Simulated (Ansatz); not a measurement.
# WS2: the cost of one run

Program: Ansatz 0.2.0. Level of theory: DFT PBE+D3(BJ), scalar-relativistic, plane waves, PAW. These are calculated values, not measurements.

## Step 1: The starting structure

It takes space group C2/m (No. 12, monoclinic). The conventional cell has a = 5.472 Å, b = 3.160 Å, c = 23.804 Å, α = 90.00°, β = 90.00°, γ = 90.00°. S (site symmetry m) is surrounded by 3 W at 2.41 Å. W (site symmetry m) is surrounded by 6 S at 2.41 Å.

As a file:

```xyz
6
Lattice="3.1595 0.0000 0.0000 -1.5798 2.7362 0.0000 0.0000 0.0000 23.8043" Properties=species:S:1:pos:R:3 pbc="T T T"
S     0.0000    1.8242    4.5000
W     1.5798    0.9121    6.0761
S     0.0000    1.8242    7.6521
S     1.5798    1.8242   10.5921
W     0.0000    2.7362   12.1682
S     1.5798    1.8242   13.7443
```

This is the geometry at the first point of the grid.

## Step 2: The grid

Atoms count from 1 in the order of the input.

The upper layer of a bilayer is slid along a line and lifted, both layers rigid.

First coordinate, slide of the upper layer along the first surface vector, from S4 above S3: 6 values from 0.00 to 2.63 Å, periodic. Second coordinate, distance between the facing planes of atoms: 6 values from 2.94 to 4.74 Å.

Nothing else is relaxed. Energies count from the two layers apart. Points are written as (first, second).

## Step 3: Grid point (1.05 Å, 2.94 Å)

The cell repeats along c, and a dipole correction in the vacuum removes the field between the copies.

Contents of input.yaml:

```yaml
crystal:
  lattice:
    - [3.1595457497, 0.0, 0.0]
    - [-1.5797728749, 2.7362468836, 0.0]
    - [0.0, 0.0, 23.8042575719]
  atoms:
    - { symbol: S, position: [0.3333333333, 0.6666666667, 0.1890418126] }
    - { symbol: W, position: [0.6666666667, 0.3333333333, 0.2552511581] }
    - { symbol: S, position: [0.3333333333, 0.6666666667, 0.3214605103] }
    - { symbol: S, position: [0.6666666667, 0.6666666667, 0.4449678279] }
    - { symbol: W, position: [0.3333333333, 1.0, 0.5111771733] }
    - { symbol: S, position: [0.6666666667, 0.6666666667, 0.5773865255] }
basis:
  ecutwfc: 420
kpoints:
  mp_grid: { grid: [9, 9, 1] }
hamiltonian:
  xc: pbe
  pseudopotentials: { kind: paw, azcp: { folder: soft_1 } }
  dispersion: d3bj
scf:
  occupations: { method: gaussian, width: 0.05 }
output:
  forces: true
  eigenvalues: true
  write_density: true
  write_potential: true
  elf: true
  volumetric_format: npy
efield:
  axis: 3
  dipole_correction: true
  ramp_width: 0.04
```

Run with:

```bash
ansatz run input.yaml --threads 1 --pin off --max-ram 3072MiB --backend cpu --events-out ev --progress --plain --runs-dir out
```

What time and memory should one allow on 1 thread of Arm Neoverse V1, shared host?

About 40 s, with a peak of 0.48 GiB.
